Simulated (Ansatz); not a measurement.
ZrN, 2 atoms in the cell. Symmetry: Fm-3m, No. 225, cubic system. The conventional cell has a = 4.600 Å, b = 4.600 Å, c = 4.600 Å, α = 90.00°, β = 90.00°, γ = 90.00°. Zr (site symmetry m-3m) is surrounded by 6 N at 2.30 Å. N (site symmetry m-3m) is surrounded by 6 Zr at 2.30 Å. 

| Quantity | Value |
| --- | --- |
| Program | Ansatz 0.2.0 |
| Task | relaxation of cell and atoms |
| Functional | RPBE |
| Dispersion | D4 |
| Potentials or basis | all-electron LAPW, scalar-relativistic |
| Basis error allowed | 0.001 eV/atom |
| k mesh | 10 × 10 × 10 |
| Occupations | fermi-dirac, width 0.05 eV |
| Spin | no spin polarisation |

Potentials or basis: all-electron LAPW, scalar-relativistic.

The run is started by

```console
$ ansatz run input.yaml --threads 1 --pin off --max-ram 3072MiB --backend cpu --events-out ev --progress --plain --runs-dir out
```

Hardware: 1 thread of Arm Neoverse V1, with other jobs on the host.

**Question.** How long does it take, and how much memory?

**Answer.** It took 26 s on 1 thread of Arm Neoverse V1, with other jobs on the host, peak memory 0.3 GiB. Counts: scf iterations 25, plane waves 283, k points 47, bands 23, ion steps 5.
